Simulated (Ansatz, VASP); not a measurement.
**Al3Pt in VASP and in Ansatz**

```
Al Pt
1.0
     3.80096    0.00000    0.00000
    -1.90048    3.29173    0.00000
     0.00000    0.00000    5.34050
Al Pt
3 1
Direct
  0.33333 0.66667 0.00000
  0.00000 0.00000 0.50000
  0.66667 0.33333 0.00000
  0.00000 0.00000 0.00000
```

Alike in both runs: task relaxation of cell and atoms; functional PBE; k mesh 6 × 6 × 4; occupations gaussian, width 0.1 eV; no spin polarisation.

```csv
,VASP,Ansatz
version,VASP 6.6.1,Ansatz 0.2.0
potentials or method,"VASP PAW PBE potentials, release 64 (Al, Pt)","scalar-relativistic, plane waves, PAW"
plane-wave cutoff (eV),600,420
valence electrons in the cell,19,27
```

VASP gave:

```
gap on the k mesh at the Fermi level, each at its own relaxed structure (eV) : none
relaxed volume (Å³/atom)                                                     : 21.02
relaxed cell length with the largest relative difference (Å)                 : 4.903
energy change over the relaxation (meV/atom)                                 : -1436
```

Problem. What did Ansatz give for the same quantities?

Solution. gap on the k mesh at the Fermi level, each at its own relaxed structure (eV): none; relaxed volume (Å³/atom): 21.03; relaxed cell length with the largest relative difference (Å): 4.906; energy change over the relaxation (meV/atom): -1438.

A gap of «none» marks a metal or a gap that the smearing closes. The two sets of potentials don't hold the same shells in valence.

Caveats: the volume moved by over 15 % at a fixed basis, so the end points are rough (VASP). The runs have no spin-orbit coupling, so splittings on Pt are missing.
